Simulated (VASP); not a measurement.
The system is CdS (Greenockite).

```
Cd S
1.0
     4.15000    0.00000    0.00000
    -2.07500    3.59401    0.00000
     0.00000    0.00000    6.73700
Cd S
2 2
Direct
  0.66667 0.33333 0.50000
  0.33333 0.66667 0.00000
  0.66667 0.33333 0.87500
  0.33333 0.66667 0.37500
```

| Quantity | Value |
| --- | --- |
| Program | VASP 6.6.1 |
| Task | relaxation of cell and atoms |
| Functional | BEEF-vdW |
| Potentials or basis | VASP PAW PBE potentials, release 64 (Cd, S) |
| Cutoff | 600 eV |
| k mesh | 7 × 7 × 4 |
| Occupations | fermi-dirac, width 0.05 eV |
| Spin | no spin polarisation |

At the start: pressure 3.6 GPa; volume 25.12 Å³/atom.

Where does the relaxation end?

Over 8 steps the energy falls by 17.1 meV/atom and the volume is 26.71 Å³/atom (+6.3 %); space group P6_3mc (No. 186, to 0.05 Å).

The path:
```
step  energy change (eV)  largest force (eV/Å)  pressure (GPa)  volume (Å³)
   1              0.0000                0.0652            3.57       100.48
   2             -0.0630                0.0040           -0.87       108.85
   3             -0.0683                0.0066           -0.05       106.88
   4             -0.0682                0.0075            0.06       106.75
   5             -0.0683                0.0029            0.08       106.75
   6             -0.0683                0.0011            0.08       106.75
   7             -0.0683                0.0015            0.06       106.78
   8             -0.0683                0.0007            0.04       106.86
```

Final structure:
```
CELL_PARAMETERS angstrom
4.22931 0.00000 0.00000
-2.11465 3.66269 0.00000
0.00000 0.00000 6.89834
ATOMIC_POSITIONS crystal
Cd 0.66667 0.33333 0.49958
Cd 0.33333 0.66667 0.99958
S 0.66667 0.33333 0.87542
S 0.33333 0.66667 0.37542
```

Caveat: the PAW data sets were made with another functional, which shifts forces and pressure a little.
